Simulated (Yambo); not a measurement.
# GaP: optical spectrum with PBE

**Measured values to compare with.**

From “Stacking defects in GaP nanowires: Electronic structure and optical properties”, 2018, arxiv:1810.01194, for a bulk crystal of GaP at 10 K: band gap 2.34 eV (indirect).

GaP:

```
CELL_PARAMETERS angstrom
0.00000 2.72525 2.72525
2.72525 0.00000 2.72525
2.72525 2.72525 0.00000
ATOMIC_POSITIONS crystal
Ga 0.00000 0.00000 0.00000
P 0.75000 0.75000 0.75000
```

| Item | Value |
| --- | --- |
| Program | Yambo 5.3.0 |
| Task | optical spectrum |
| Functional | PBE |
| Potentials or basis | PseudoDojo 0.4.1 SR PBE standard |
| Cutoff | 1088 eV |
| Density cutoff | 4354 eV |
| k mesh | 12 × 12 × 12 |
| Occupations | fixed |
| Spin | no spin polarisation |
| k mesh of the self-consistent run | 12 × 12 × 12 |
| Direction of the field or of q to 0 | x |
| Broadening | 0.1 eV |
| Kernel | none (independent particles) |
| Top of the energy range | 20 eV |
| Energy points | 200 |
| Correction of the levels | none |
| Bands in the response | 34 |

The band gap on the k mesh, mean-field level is 1.60 eV, indirect (least direct gap 1.82 eV), the absorption peak is 4.42 eV and the electronic dielectric constant along the field is 10.96.

Dielectric function (along the field direction of the input):
| energy (eV) | real part | imaginary part |
| --- | --- | --- |
| 0.30 | 11.02 | 0.24 |
| 0.80 | 11.39 | 0.28 |
| 1.31 | 12.23 | 0.38 |
| 1.81 | 13.69 | 1.44 |
| 2.31 | 17.34 | 2.39 |
| 2.81 | 15.69 | 14.46 |
| 3.32 | 15.25 | 10.24 |
| 3.82 | 14.93 | 12.49 |
| 4.32 | 9.50 | 29.87 |
| 4.82 | 1.66 | 14.30 |
| 5.33 | -9.29 | 13.58 |
| 5.83 | -7.12 | 10.41 |
| 6.33 | -4.33 | 6.83 |
| 6.83 | -5.77 | 7.48 |
| 7.34 | -4.92 | 3.33 |
| 7.84 | -3.48 | 3.57 |
| 8.34 | -2.64 | 2.27 |
| 8.84 | -2.48 | 2.17 |
| 9.35 | -2.51 | 1.76 |
| 9.85 | -2.04 | 1.30 |
| 10.35 | -2.01 | 1.49 |
| 10.85 | -1.63 | 0.95 |
| 11.36 | -1.46 | 0.96 |
| 11.86 | -1.24 | 0.68 |
| 12.36 | -0.89 | 0.60 |
| 12.86 | -0.84 | 0.53 |
| 13.37 | -0.61 | 0.39 |
| 13.87 | -0.48 | 0.41 |
| 14.37 | -0.34 | 0.40 |
| 14.87 | -0.27 | 0.29 |
| 15.38 | -0.12 | 0.20 |
| 15.88 | 0.07 | 0.22 |
| 16.38 | 0.13 | 0.23 |
| 16.88 | 0.18 | 0.31 |
| 17.39 | 0.18 | 0.30 |
| 17.89 | 0.27 | 0.21 |
| 18.39 | 0.34 | 0.26 |
| 18.89 | 0.40 | 0.33 |
| 19.40 | 0.26 | 0.36 |
| 20.00 | 0.45 | 0.30 |

Run time: 110 s on 1 thread of AMD EPYC 7R43 64-Core Processor (Zen 3), on a shared host.

A measured gap of GaP is 2.34 eV (indirect; 10 K; quoted in “Stacking defects in GaP nanowires: Electronic structure and optical properties”, 2018, arxiv:1810.01194); the calculated 1.60 eV misses it by -0.74 eV. Spin-orbit coupling on Ga is left out. The value is that of PBE on a finite k mesh, which can miss the band edges, without temperature or zero-point motion. Semilocal functionals fall short of measured gaps as a rule.

Caveat: independent-particle spectra lack excitons.
